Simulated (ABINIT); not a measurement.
Runs of ABINIT 10.8.3 (patched build) on V. It takes space group Im-3m (No. 229, cubic). The conventional cell has a = 3.029 Å, b = 3.029 Å, c = 3.029 Å, α = 90.00°, β = 90.00°, γ = 90.00°. V (site symmetry m-3m) is surrounded by 8 V at 2.62 Å. 

```csv
task,level,potentials or basis,k mesh,mesh quality,gap on the mesh (eV),pressure (GPa),moment (μB)
band structure,LDA-PZ,JTH PAW LDA v2.0,12 × 12 × 12,not flagged,none,(a),0.00
single point,PBEsol,JTH PAW PBE v2.0,7 × 7 × 7,coarse,none,(b),0.00
single point,LDA,JTH PAW LDA v2.0,10 × 10 × 10,not flagged,none,-16.4,0.00
band structure,RPBE,JTH PAW PBE v2.0,12 × 12 × 12,not flagged,none,-0.8,0.00
band structure,BLYP,JTH PAW PBE v2.0,12 × 12 × 12,not flagged,none,-0.1,0.00
```

Alike in all rows: spin collinear, ferromagnetic start; cell as given; cutoff (eV) 408; smearing fermi-dirac 0.05 eV.

Task: Estimate the missing entries.

Result: (a) -17.0; (b) -11.0.

Caveats: some runs use coarse meshes; the PAW data sets were made with another functional, which shifts forces and pressure a little (some runs); so large a pressure means that the cell lies far from this level's equilibrium, or that cutoff or potentials fall short (some runs).

A k mesh can miss the band edges.

A gap of «none» marks a metal or a gap under the smearing width.

Not every run made on this cell is shown here.
